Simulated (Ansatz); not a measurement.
Crystal: HfO2.

```
Hf O
1.0
     5.21946    0.00000    0.00000
     0.00000    5.00476    0.00000
     0.00000    0.00000    5.03269
Hf O
4 8
Direct
  0.96699 0.73252 0.74144
  0.53301 0.73252 0.24144
  0.46699 0.26748 0.74144
  0.03301 0.26748 0.24144
  0.63213 0.92865 0.87927
  0.86787 0.92865 0.37927
  0.23395 0.53988 0.49229
  0.26605 0.53988 0.99229
  0.76605 0.46012 0.99229
  0.73395 0.46012 0.49229
  0.13213 0.07135 0.87927
  0.36787 0.07135 0.37927
```

Measurements of this composition are mostly on another form, of space group No. 14.

```yaml
Program: Ansatz 0.2.0
Task: relaxation of cell and atoms
Functional: RPBE
Potentials_or_basis: Ansatz PAW
Cutoff: "420 eV (not typed: the program's choice for these potentials)"
k_mesh: 5 × 6 × 5
Occupations: fermi-dirac, width 0.05 eV
Spin: no spin polarisation
```

At the start: volume 10.96 Å³/atom.

Task: Where does the relaxation end?

Result: It ends after 10 steps and the volume is 11.69 Å³/atom (+6.7 %); space group Pca2_1 (No. 29, to 0.05 Å).

The path:
| step | energy change (eV) | largest force (eV/Å) | volume (Å³) |
| --- | --- | --- | --- |
| 1 | 0.0000 | 0.1382 | 131.46 |
| 2 | -0.2897 | 0.0978 | 140.62 |
| 3 | -0.3075 | 0.0847 | 139.37 |
| 4 | -0.3058 | 0.2413 | 140.11 |
| 5 | -0.3119 | 0.0455 | 139.90 |
| 6 | -0.3142 | 0.0208 | 139.87 |
| 7 | -0.3144 | 0.0013 | 139.85 |
| 8 | -0.3669 | 0.0035 | 139.85 |
| 9 | -0.3658 | 0.0052 | 140.32 |
| 10 | -0.3678 | 0.0053 | 140.32 |

Final structure:
```yaml
crystal:
  lattice:
    - [5.34978, 0.00000, 0.00000]
    - [0.00000, 5.10276, 0.00000]
    - [0.00000, 0.00000, 5.14024]
  atoms:
    - { symbol: Hf, position: [0.96704, 0.73476, 0.73781] }
    - { symbol: Hf, position: [0.53296, 0.73476, 0.23781] }
    - { symbol: Hf, position: [0.46704, 0.26524, 0.73781] }
    - { symbol: Hf, position: [0.03296, 0.26524, 0.23781] }
    - { symbol: O, position: [0.63605, 0.93586, 0.88543] }
    - { symbol: O, position: [0.86395, 0.93586, 0.38543] }
    - { symbol: O, position: [0.22376, 0.53392, 0.48976] }
    - { symbol: O, position: [0.27624, 0.53392, 0.98976] }
    - { symbol: O, position: [0.77624, 0.46608, 0.98976] }
    - { symbol: O, position: [0.72376, 0.46608, 0.48976] }
    - { symbol: O, position: [0.13605, 0.06414, 0.88543] }
    - { symbol: O, position: [0.36395, 0.06414, 0.38543] }
```

Caveat: the plane-wave basis is chosen anew once the cell has moved, so the energies of steps on either side of that aren't comparable; the pressure holds a Pulay correction of +0.7 GPa for the finite cutoff; the PAW data sets come from PBE, with cores solved anew for the run's functional, which leaves a small shift of forces and pressure.
